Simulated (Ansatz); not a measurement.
**AlAs wire along [110], 24 atoms a period, H-terminated: bands by functional and under strain**

What gap, if any, does the AlAs wire along [110], 24 atoms a period, H-terminated have, and how does it change with the functional and under strain?

Method: DFT PBE, plane waves, PAW; relaxation of a wire's period; PAW set soft_1, in the first sound run; inputs show where later runs differ, in Ansatz 0.2.0.

### Step 1. Starting point

The cell holds 40 atoms: 16 H, 12 Al and 12 As. Cell: a = 21.494 Å, b = 19.493 Å, c = 4.052 Å, α = 90.0°, β = 90.0°, γ = 90.0°. Vacuum lies along a and b. The structure's axis is c.

### Step 2. The relaxed wire

Band widths follow the bond lengths, so the wire is relaxed first. The atoms and the third cell vector are free; the box across stays fixed as vacuum. A Fermi-Dirac smearing is set since the result may be a metal. The pressure printed is a third of the stress's trace over the whole box, vacuum included; only the stress along the axis is relaxed.

File input.yaml:

```yaml
crystal:
  lattice:
    - [21.494, 0.0, 0.0]
    - [0.0, 19.493, 0.0]
    - [0.0, 0.0, 4.0517218562]
  atoms:
    - { symbol: H, position: [0.158183679, 0.38227681, 0.0] }
    - { symbol: Al, position: [0.200355444, 0.44803886, 0.0] }
    - { symbol: As, position: [0.400294962, 0.344111248, 0.0] }
    - { symbol: H, position: [0.424769703, 0.174421587, 0.0] }
    - { symbol: Al, position: [0.466941468, 0.240183637, 0.0] }
    - { symbol: Al, position: [0.466941468, 0.44803886, 0.0] }
    - { symbol: As, position: [0.666880986, 0.344111248, 0.0] }
    - { symbol: H, position: [0.708515532, 0.279186932, 0.0] }
    - { symbol: Al, position: [0.733527492, 0.44803886, 0.0] }
    - { symbol: H, position: [0.225367405, 0.655894082, 0.187646451] }
    - { symbol: H, position: [0.775699258, 0.655894082, 0.316383917] }
    - { symbol: As, position: [0.26700195, 0.655894082, 0.5] }
    - { symbol: As, position: [0.26700195, 0.44803886, 0.5] }
    - { symbol: H, position: [0.291476691, 0.278349199, 0.5] }
    - { symbol: H, position: [0.291476691, 0.825583743, 0.5] }
    - { symbol: Al, position: [0.333648456, 0.344111248, 0.5] }
    - { symbol: Al, position: [0.333648456, 0.551966471, 0.5] }
    - { symbol: Al, position: [0.333648456, 0.759821694, 0.5] }
    - { symbol: As, position: [0.533587974, 0.240183637, 0.5] }
    - { symbol: As, position: [0.533587974, 0.655894082, 0.5] }
    - { symbol: As, position: [0.533587974, 0.44803886, 0.5] }
    - { symbol: H, position: [0.558062715, 0.825583743, 0.5] }
    - { symbol: H, position: [0.57522252, 0.17525932, 0.5] }
    - { symbol: Al, position: [0.60023448, 0.344111248, 0.5] }
    - { symbol: Al, position: [0.60023448, 0.551966471, 0.5] }
    - { symbol: Al, position: [0.60023448, 0.759821694, 0.5] }
    - { symbol: As, position: [0.800173998, 0.44803886, 0.5] }
    - { symbol: H, position: [0.841808544, 0.383114543, 0.5] }
    - { symbol: H, position: [0.841808544, 0.512963176, 0.5] }
    - { symbol: H, position: [0.775699258, 0.655894082, 0.683616083] }
    - { symbol: H, position: [0.225367405, 0.655894082, 0.812353549] }
    - { symbol: H, position: [0.158183679, 0.513800909, 0.0] }
    - { symbol: As, position: [0.400294962, 0.551966471, 0.0] }
    - { symbol: As, position: [0.400294962, 0.759821694, 0.0] }
    - { symbol: H, position: [0.441929508, 0.82474601, 0.0] }
    - { symbol: Al, position: [0.466941468, 0.655894082, 0.0] }
    - { symbol: As, position: [0.666880986, 0.551966471, 0.0] }
    - { symbol: As, position: [0.666880986, 0.759821694, 0.0] }
    - { symbol: H, position: [0.708515532, 0.82474601, 0.0] }
    - { symbol: Al, position: [0.733527492, 0.655894082, 0.0] }
kpoints:
  mp_grid: { grid: [1, 1, 20] }
scf:
  occupations: { method: fermi_dirac, width: 0.05 }
hamiltonian:
  xc: pbe
  pseudopotentials: { kind: paw, azcp: { folder: soft_1 } }
relax:
  cell: { fix: [a, b, alpha, beta, gamma] }
  max_steps: 45
  f_tol: 0.03
```

Started as:

```
ansatz run input.yaml --threads 4 --pin off --max-ram 16384MiB --backend cpu --events-out ev --progress --plain --runs-dir out
```

Numbers of over 12 decimals in the logs are rounded to 6 here.

What it wrote:

```text
Engine: ansatz 0.2.0, aarch64-unknown-linux-gnu
Pseudopotentials: kind: paw
Pseudopotential: H, paw, valence charge 1, recommended cutoff 420 eV (normal), soft_1/H.paw.azcp
Pseudopotential: Al, paw, valence charge 3, recommended cutoff 420 eV (normal), soft_1/Al.paw.azcp
Pseudopotential: As, paw, valence charge 15, recommended cutoff 420 eV (normal), soft_1/As.paw.azcp
Functional definition: PBE
  parameter kappa = 0.804
  parameter beta = 0.066725
  exchange = pbe_x(kappa = kappa, mu = beta*pi^2/3)
  correlation = pbe_c(beta = beta)
Crystal: 40 atoms, lattice volume = 1697.601 Å³
Basis set: ecut = 420 eV, 33203 PW (Γ), exchange–correlation on 288×270×60 points (8 copies of the dense FFT grid, shifted against one another)
Bands: 156, of which v1, the nominal top of the filled ones, is band 116 counted from 1 (115 counted from 0)
Symmetry: 2 space group operations
Space group: Pm (ITA 6), of the structure as read, at distance tolerance 1.2e-4 Å
k-points: 11 of 20
Non-local potential: H, projectors of the file, l = 0: 2, l = 1: 1
Non-local potential: Al, projectors of the file, l = 0: 2, l = 1: 2, l = 2: 1
Non-local potential: As, projectors of the file, l = 0: 2, l = 1: 2, l = 2: 3, l = 3: 1
PAW form: soft (Blöchl's): semilocal exchange-correlation on the pseudo side does not see the compensation charge
PAW one-centre angular grid: H, 110 points (default); XC on 64 Gauss nodes
PAW one-centre angular grid: Al, 110 points (default); XC on 64 Gauss nodes
PAW one-centre angular grid: As, 590 points (default); XC on 64 Gauss nodes
Initial density: superposition of atomic densities (neutral atoms: chi_scale 0, normalization atom)
Initial wavefunctions: pseudopotential atomic-orbital guess
Functional: x = pbe(κ = 0.804, μ = 0.219515), c = pbe(β = 0.066725)
SCF iter   1: F=—  HF=-64989.657262 eV  |F-HF|=—  |Δ(HF+E_count)|=         —  Δρ=3.60e-2  dr2=2.74e1  ethr=3.10e-3  ⟨swp⟩=7.0  Hψ=7623  notcnv=0  defer=19
preconditioner: auto → Resta (q_TF=auto, 1.958 Å⁻¹)  ε∞=2.1  [insulator: Δε(μ)=2.399 eV  Ē_g=9.307 eV  σ=0.050 eV  W_gap=1.00  n_scr=222 (ndim 8)  ℏωp=9.5 eV  f_vac=0.518  D(μ)=0.00/eV (n_scr^D=0)  ε∞_Penn≈2.1  vacuum switching on, ρ_ref=6.3e-3 e/Å³]
SCF iter   2: F=—  HF=-64982.371385 eV  |F-HF|=—  |Δ(HF+E_count)|=    7.29e0  Δρ=1.60e-2  dr2=5.19e0  ethr=3.10e-3  ⟨swp⟩=3.0  Hψ=2531  notcnv=0  defer=375
SCF iter   3: F=—  HF=-64981.217789 eV  |F-HF|=—  |Δ(HF+E_count)|=    1.15e0  Δρ=4.62e-3  dr2=1.42e0  ethr=2.24e-3  ⟨swp⟩=3.0  Hψ=2588  notcnv=0  defer=330
SCF iter   4: F=—  HF=-64981.013398 eV  |F-HF|=—  |Δ(HF+E_count)|=   2.04e-1  Δρ=1.83e-3  dr2=1.89e-1  ethr=6.11e-4  ⟨swp⟩=4.3  Hψ=2564  notcnv=0  defer=315
SCF iter   5: F=—  HF=-64981.009273 eV  |F-HF|=—  |Δ(HF+E_count)|=   4.13e-3  Δρ=1.15e-3  dr2=1.47e-1  ethr=8.14e-5  ⟨swp⟩=4.7  Hψ=2330  notcnv=0  defer=290
SCF iter   6: F=—  HF=-64981.009154 eV  |F-HF|=—  |Δ(HF+E_count)|=   1.19e-4  Δρ=7.59e-4  dr2=4.02e-2  ethr=6.36e-5  ⟨swp⟩=3.1  Hψ=1919  notcnv=0  defer=290
SCF iter   7: F=—  HF=-64981.006232 eV  |F-HF|=—  |Δ(HF+E_count)|=   2.92e-3  Δρ=4.68e-4  dr2=1.77e-2  ethr=1.73e-5  ⟨swp⟩=1.4  Hψ=1791  notcnv=0  defer=290
SCF iter   8: F=—  HF=-64981.005089 eV  |F-HF|=—  |Δ(HF+E_count)|=   1.14e-3  Δρ=1.64e-4  dr2=2.84e-3  ethr=7.64e-6  ⟨swp⟩=2.0  Hψ=1542  notcnv=0  defer=290
SCF iter   9: F=—  HF=-64981.005000 eV  |F-HF|=—  |Δ(HF+E_count)|=   8.88e-5  Δρ=5.67e-5  dr2=2.30e-4  ethr=1.22e-6  ⟨swp⟩=2.0  Hψ=1758  notcnv=0  defer=290
SCF iter  10: F=—  HF=-64981.005003 eV  |F-HF|=—  |Δ(HF+E_count)|=   2.61e-6  Δρ=2.07e-5  dr2=3.78e-5  ethr=9.91e-8  ⟨swp⟩=2.0  Hψ=1753  notcnv=0  defer=290
SCF iter  11: F=—  HF=-64981.005085 eV  |F-HF|=—  |Δ(HF+E_count)|=   8.23e-5  Δρ=7.54e-6  dr2=2.72e-6  ethr=1.63e-8  ⟨swp⟩=2.0  Hψ=1940  notcnv=0  defer=290
SCF iter  12: F=—  HF=-64981.005086 eV  |F-HF|=—  |Δ(HF+E_count)|=   1.04e-6  Δρ=3.72e-6  dr2=7.24e-7  ethr=1.17e-9  ⟨swp⟩=2.0  Hψ=2084  notcnv=0  defer=290
SCF iter  13: F=-64981.005086 eV  HF=-64981.005086 eV  |F-HF|=1.89e-8  |Δ(HF+E_count)|=   1.56e-7  Δρ=1.19e-6  dr2=4.69e-8  ethr=4.31e-11  ⟨swp⟩=3.0  Hψ=5415  notcnv=0
SCF 1 converged in 13 iterations: F = -64981.005086 eV  dr2 = 4.69e-8
  greatest PAW one-centre occupation: 0.999 electrons in one spin orbital (limit 2), on the As atom at site 11 (counted from 0), in its partial waves of l = 2
relax step   1: F+E_penalty+E_count = -64981.00508633 eV  Δ(F+E_penalty+E_count) = +0.000e0 eV  max|allowed force component| = 1.376e0 eV/Å  Δτ_max = 0.0000 Å  P = +0.258 GPa  Ω = 1697.601 Å³  fix = [a, b, alpha, beta, gamma]  reactions: a +0.027, b -0.278 GPa; gamma -0.004 GPa/rad  (13 SCF iters, dr2 threshold 1.00e-7 eV, accepted)
Crystal: 40 atoms, lattice volume = 1729.079 Å³
Basis set: ecut = 420 eV, 33723 PW (Γ), exchange–correlation on 288×270×60 points (8 copies of the dense FFT grid, shifted against one another)
Initial density: handed on by an earlier stage of this run
Initial wavefunctions: those handed on with the density
iter 1 solved again at ethr=4.04e-4 eV; its pass at ethr=3.10e-3 eV (dr2=9.36e-1 eV) is discarded
SCF iter   1: F=—  HF=-64982.271302 eV  |F-HF|=—  |Δ(HF+E_count)|=         —  Δρ=7.26e-3  dr2=9.61e-1  ethr=4.04e-4  ⟨swp⟩=5.5  Hψ=8528  notcnv=0  defer=1
preconditioner: auto → Resta (q_TF=auto, 1.952 Å⁻¹)  ε∞=2.2  [insulator: Δε(μ)=0.325 eV  Ē_g=8.743 eV  σ=0.050 eV  W_gap=0.93  n_scr=226 (ndim 8)  ℏωp=9.5 eV  f_vac=0.558  D(μ)=0.18/eV (n_scr^D=0)  ε∞_Penn≈2.2  vacuum switching on, ρ_ref=5.5e-3 e/Å³]
SCF iter   2: F=—  HF=-64982.061316 eV  |F-HF|=—  |Δ(HF+E_count)|=   2.10e-1  Δρ=3.53e-3  dr2=1.86e-1  ethr=4.04e-4  ⟨swp⟩=6.1  Hψ=3355  notcnv=0  defer=34
SCF iter   3: F=—  HF=-64982.040651 eV  |F-HF|=—  |Δ(HF+E_count)|=   2.07e-2  Δρ=9.78e-4  dr2=5.99e-2  ethr=8.00e-5  ⟨swp⟩=3.0  Hψ=2911  notcnv=0  defer=299
SCF iter   4: F=—  HF=-64982.031436 eV  |F-HF|=—  |Δ(HF+E_count)|=   9.21e-3  Δρ=3.23e-4  dr2=2.59e-3  ethr=2.58e-5  ⟨swp⟩=2.5  Hψ=1884  notcnv=0  defer=299
SCF iter   5: F=—  HF=-64982.031780 eV  |F-HF|=—  |Δ(HF+E_count)|=   3.44e-4  Δρ=1.10e-4  dr2=5.13e-4  ethr=1.12e-6  ⟨swp⟩=2.0  Hψ=2217  notcnv=0  defer=324
SCF iter   6: F=—  HF=-64982.031778 eV  |F-HF|=—  |Δ(HF+E_count)|=   2.65e-6  Δρ=3.78e-5  dr2=5.01e-5  ethr=2.21e-7  ⟨swp⟩=2.0  Hψ=1868  notcnv=0  defer=324
SCF iter   7: F=—  HF=-64982.031789 eV  |F-HF|=—  |Δ(HF+E_count)|=   1.11e-5  Δρ=1.25e-5  dr2=6.24e-6  ethr=2.16e-8  ⟨swp⟩=2.0  Hψ=2041  notcnv=0  defer=324
SCF iter   8: F=-64982.031792 eV  HF=-64982.031791 eV  |F-HF|=2.82e-7  |Δ(HF+E_count)|=   2.46e-6  Δρ=4.72e-6  dr2=6.96e-7  ethr=1.72e-9  ⟨swp⟩=4.1  Hψ=5119  notcnv=0
[...]
SCF iter   3: F=—  HF=-64982.189254 eV  |F-HF|=—  |Δ(HF+E_count)|=   3.93e-3  Δρ=5.00e-6  dr2=4.10e-7  ethr=6.41e-10  ⟨swp⟩=3.7  Hψ=3361  notcnv=0  defer=1
SCF iter   4: F=—  HF=-64982.189326 eV  |F-HF|=—  |Δ(HF+E_count)|=   7.19e-5  Δρ=9.45e-7  dr2=2.39e-8  ethr=1.77e-10  ⟨swp⟩=2.2  Hψ=2970  notcnv=0  defer=3
SCF iter   5: F=—  HF=-64982.189327 eV  |F-HF|=—  |Δ(HF+E_count)|=   1.17e-6  Δρ=4.19e-7  dr2=5.95e-9  ethr=1.03e-11  ⟨swp⟩=2.0  Hψ=1937  notcnv=0  defer=3
SCF iter   6: F=—  HF=-64982.189327 eV  |F-HF|=—  |Δ(HF+E_count)|=   7.51e-8  Δρ=1.35e-7  dr2=1.09e-9  ethr=2.56e-12  ⟨swp⟩=2.0  Hψ=2083  notcnv=0  defer=3
SCF iter   7: F=-64982.189327 eV  HF=-64982.189327 eV  |F-HF|=6.61e-9  |Δ(HF+E_count)|=   7.69e-8  Δρ=3.70e-8  dr2=6.25e-11  ethr=1.00e-12  ⟨swp⟩=4.7  Hψ=4966  notcnv=0
SCF 11 converged in 7 iterations: F = -64982.189327 eV  dr2 = 6.25e-11
relax step  11: F+E_penalty+E_count = -64982.18932727 eV  Δ(F+E_penalty+E_count) = -7.292e-3 eV  max|allowed force component| = 2.590e-2 eV/Å  Δτ_max = 0.0000 Å  P = -0.009 GPa  Ω = 1743.303 Å³  fix = [a, b, alpha, beta, gamma]  reactions: a -0.038, b +0.001 GPa; gamma +0.001 GPa/rad  stress off target by 8.48e-3 GPa on what of the cell is left free  SCF on the basis re-selected at this cell (its energy is not comparable with the rows above)  (7 SCF iters)
basis re-selected at this cell: Δ(F+E_penalty+E_count) = -7.292e-3 eV, ΔP = +0.004 GPa vs the last step (what re-selecting the basis moved, of the pressure what is left beyond the Pulay correction that the steps carried, after the strain that the cell walked since its last selection, with what the two solves' SCF thresholds leave and, on support functions, any second-order correction that the steps lacked; it is no m [...]
SCF converged after 7 iterations
Free energy (F): -64982.189327 eV
Harris-Foulkes:  -64982.189327 eV  (|F-HF|=6.61e-9)
Internal energy: -64982.189257 eV  (E = F + TS)
E sigma→0 (E₀):  -64982.189292 eV
Entropy (-TS):   -0.000070 eV (-0.002 meV/atom)
Fermi energy:    -0.434496 eV
--- Per-component energies (eV) ---
  E_band       = -5031.272678
  E_kinetic    = 1640.618374
  E_local      = -111020.560812  (includes V_loc(G=0)·N_el)
  E_nonlocal   = -4585.759402
  E_hartree    = 55871.848588
  E_xc         = -1428.419869
  E_vxc        = -1403.158648  (∫ρ·V_xc dr)
  E_paw        = -29806.921978  (= ΣΔE_a)
  E_vpaw       = -1406.094826  (= ΣTr[D̂ρ^β])
  E_aug_tail   = -0.015221  (compensation charges beyond the density's cutoff)
  E_ewald      = 24347.021063
  E_smearing   = -0.000070  (= −TS)
  E_closure    = -0.000000  (closes the sum)
  Σ components = -64982.189327   (vs F -64982.189327, Δ=0.00e0)
--- Forces (eV/Å), atoms counted from 1 ---
  atom   1  H      0.01412473    -0.00722496     0.00000000
  atom   2  Al    -0.02590154     0.00564441    -0.00000000
  atom   3  As    -0.00825435    -0.00286025    -0.00000000
  atom   4  H     -0.00033825     0.00043037    -0.00000000
  atom   5  Al     0.00613889     0.00004190     0.00000000
  atom   6  Al    -0.00019019     0.00394602     0.00000000
  atom   7  As    -0.00701040     0.00137901    -0.00000000
  atom   8  H      0.00810105     0.00894277     0.00000000
  atom   9  Al     0.00799593    -0.01543759     0.00000000
  atom  10  H     -0.00142250    -0.00724254     0.00419829
  atom  11  H     -0.00545940     0.00127463    -0.00409284
  atom  12  As    -0.00225784     0.00075049    -0.00000000
  atom  13  As     0.00919157    -0.00930522     0.00000000
  atom  14  H      0.00142445     0.00025856     0.00000000
  atom  15  H     -0.00115476     0.00213859    -0.00000000
  atom  16  Al     0.00510339     0.00299334     0.00000000
  atom  17  Al    -0.00714574     0.00457406    -0.00000000
  atom  18  Al     0.00837978     0.01477011     0.00000000
  atom  19  As     0.00554213    -0.00205163     0.00000000
  atom  20  As     0.00361949    -0.00590586     0.00000000
  atom  21  As     0.00818210    -0.00260070     0.00000000
  atom  22  H      0.00120074    -0.00278221    -0.00000000
  atom  23  H     -0.00532568    -0.00261658    -0.00000000
  atom  24  Al    -0.00462118     0.00081724    -0.00000000
  atom  25  Al    -0.00991785     0.00093999    -0.00000000
  atom  26  Al     0.00072457     0.00508905     0.00000000
  atom  27  As     0.02502064    -0.00331496     0.00000000
  atom  28  H     -0.02014248     0.00816620    -0.00000000
  atom  29  H     -0.01305887    -0.00467325    -0.00000000
  atom  30  H     -0.00545940     0.00127463     0.00409284
  atom  31  H     -0.00142250    -0.00724254    -0.00419829
  atom  32  H     -0.00016999     0.01596373     0.00000000
  atom  33  As     0.00887365    -0.01279883     0.00000000
  atom  34  As    -0.00105706     0.00181577    -0.00000000
  atom  35  H      0.00292655    -0.00180686     0.00000000
  atom  36  Al     0.00073901     0.00108374     0.00000000
  atom  37  As    -0.00021978     0.00816445     0.00000000
  atom  38  As     0.00185741    -0.00472288    -0.00000000
  atom  39  H     -0.00034442    -0.00513946    -0.00000000
  atom  40  Al     0.00172807     0.00726407     0.00000000
  max |Σ_I F_I| component: 3.16e-6 eV/Å
--- Stress (GPa, compression-positive) ---
       -0.037759      -0.001061      -0.000000
       -0.001058       0.000984      -0.000000
       -0.000000      -0.000000       0.008483
  P = ⅓ Tr σ = -0.0094 GPa (-0.094 kbar)
--- Relaxed structure (10 steps of the walk, 9 accepted, 1 SCFs on fresh bases) ---
  F+E_penalty+E_count = -64982.18932727 eV   max|allowed force component| = 2.590e-2 eV/Å   (the final SCF, on the basis selected at the relaxed cell)
  cell:  # Å, volume = 1743.3033 Å³
    - [21.494, 0, 0]
    - [0, 19.493, 0]
    - [0, 0, 4.160802]
  atoms:
    - { symbol: H, position: [0.143630, 0.408260, 0] }
    - { symbol: Al, position: [0.201274, 0.460074, 0] }
    - { symbol: As, position: [0.399340, 0.339735, 0] }
    - { symbol: H, position: [0.429649, 0.162600, 0] }
    - { symbol: Al, position: [0.463482, 0.235149, 0] }
    - { symbol: Al, position: [0.465208, 0.441926, 0] }
    - { symbol: As, position: [0.663316, 0.350113, 0] }
    - { symbol: H, position: [0.706573, 0.288189, 0] }
    - { symbol: Al, position: [0.726473, 0.456128, 0] }
    - { symbol: H, position: [0.231426, 0.649128, 0.229325] }
    - { symbol: H, position: [0.783174, 0.645953, 0.310030] }
    - { symbol: As, position: [0.278547, 0.649727, 0.5] }
    - { symbol: As, position: [0.265905, 0.439517, 0.5] }
    - { symbol: H, position: [0.295138, 0.265055, 0.5] }
    - { symbol: H, position: [0.287343, 0.828796, 0.5] }
    - { symbol: Al, position: [0.332001, 0.335982, 0.5] }
    - { symbol: Al, position: [0.336123, 0.535960, 0.5] }
    - { symbol: Al, position: [0.332401, 0.764213, 0.5] }
    - { symbol: As, position: [0.530065, 0.243196, 0.5] }
    - { symbol: As, position: [0.532725, 0.656105, 0.5] }
    - { symbol: As, position: [0.531490, 0.447574, 0.5] }
    - { symbol: H, position: [0.558590, 0.829293, 0.5] }
    - { symbol: H, position: [0.574968, 0.182688, 0.5] }
    - { symbol: Al, position: [0.596749, 0.344857, 0.5] }
    - { symbol: Al, position: [0.597776, 0.551661, 0.5] }
    - { symbol: Al, position: [0.600147, 0.761322, 0.5] }
    - { symbol: As, position: [0.791896, 0.458491, 0.5] }
    - { symbol: H, position: [0.843725, 0.405577, 0.5] }
    - { symbol: H, position: [0.830307, 0.523622, 0.5] }
    - { symbol: H, position: [0.783174, 0.645953, 0.689970] }
    - { symbol: H, position: [0.231426, 0.649128, 0.770675] }
    - { symbol: H, position: [0.187906, 0.541590, 0] }
    - { symbol: As, position: [0.400903, 0.547864, 0] }
    - { symbol: As, position: [0.396571, 0.751395, 0] }
    - { symbol: H, position: [0.438348, 0.814357, 0] }
    - { symbol: Al, position: [0.468515, 0.650571, 0] }
    - { symbol: As, position: [0.662436, 0.557382, 0] }
    - { symbol: As, position: [0.664795, 0.749927, 0] }
    - { symbol: H, position: [0.702171, 0.816428, 0] }
    - { symbol: Al, position: [0.742757, 0.653895, 0] }
```

Wall time 20 min (4 threads of Arm Neoverse V1, shared host); peak memory 5.5 GiB.

[end of part 1 of 4]

[Logs are printed without paths, hosts, clocks, repeated set-up lines and the standing remarks that a program may print on its own settings, such as how far it seeks lower states.]

[Hosts, paths, dates, database ids (printed as entryN), source tags and the programs' standing remarks are cut or masked in the printed files.]
